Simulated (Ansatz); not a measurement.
Relaxation of Te₂Mo

The calculation used DFT r2SCAN, scalar-relativistic, plane waves, PAW (Ansatz 0.2.0). Run with 500 eV cutoff, 12×12×4 k-mesh, Gaussian smearing of 0.02 eV, no spin polarisation.

What was changed: relaxed at 4 GPa.

Command:

```bash
ansatz run input.yaml --threads 1 --pin off --max-ram 2560MiB --backend cpu --events-out ev --progress --plain --runs-dir out
```

Input:

```yaml
crystal:
  lattice:
    - [3.445689384, 0.0, 0.0]
    - [-1.722844692, 2.9840545401, 0.0]
    - [0.0, 0.0, 7.666414411]
  atoms:
    - { symbol: Te, position: [0.3333333333, 0.6666666667, 0.7720550755] }
    - { symbol: Te, position: [0.3333333333, 0.6666666667, 0.2279449245] }
    - { symbol: Mo, position: [0.0, 0.0, 0.0] }
basis:
  ecutwfc: 500
kpoints:
  mp_grid: { grid: [12, 12, 4] }
hamiltonian:
  xc: r2scan
scf:
  occupations: { method: gaussian, width: 0.02 }
output:
  forces: true
  stress: true
  eigenvalues: true
relax:
  adjacent_minimum: "off"
  f_tol: 0.008
  max_steps: 50
  cell: { stress_tol: 0.08, p_target: 4.0 }
```

F is the free energy. Steps run on the plane waves of an earlier cell, but the last one, and at times one on the way, on a freshly chosen basis, so a repeated geometry can differ a little in energy. The relaxation lowers the enthalpy F + PV at the target pressure, so F itself can rise.

At step 2 F + PV rises: a step can overshoot before the optimiser corrects it.

Steps:

| step | F − F(1) (eV) | largest force component (eV/Å) | V (Å³/atom) | P (GPa) |
| --- | --- | --- | --- | --- |
| 1 | 0.0000 | 1.299 | 26.276 | 9.66 |
| 2 | 0.0983 | 1.772 | 27.050 | -3.75 |
| 3 | -0.1310 | 0.116 | 26.512 | 3.07 |
| 4 | -0.0883 | 0.036 | 25.934 | 4.51 |
| 5 | -0.1159 | 0.012 | 26.279 | 3.99 |
| 6 | -0.1150 | 0.007 | 26.266 | 3.97 |
| 7 | -0.1150 | 0.007 | 26.266 | 3.97 |

Relaxed structure:

```
CELL_PARAMETERS angstrom
3.48766 0.00000 0.00000
-1.74383 3.02041 0.00000
0.00000 0.00000 7.48027
ATOMIC_POSITIONS crystal
Te 0.33333 0.66667 0.75904
Te 0.33333 0.66667 0.24096
Mo 0.00000 0.00000 0.00000
```

It takes space group P-6m2 (No. 187, hexagonal). The conventional cell has a = 3.488 Å, b = 3.488 Å, c = 7.480 Å, α = 90.00°, β = 90.00°, γ = 120.00°. Te (site symmetry 3m) has 3 Mo at 2.70 Å as nearest neighbours. Mo (site symmetry -6m2) has 6 Te at 2.70 Å as nearest neighbours.

The run converged. The run took 91 s on 1 thread of Intel(R) Xeon(R) 6975P-C (Granite Rapids), on a shared host, peak memory 0.61 GiB.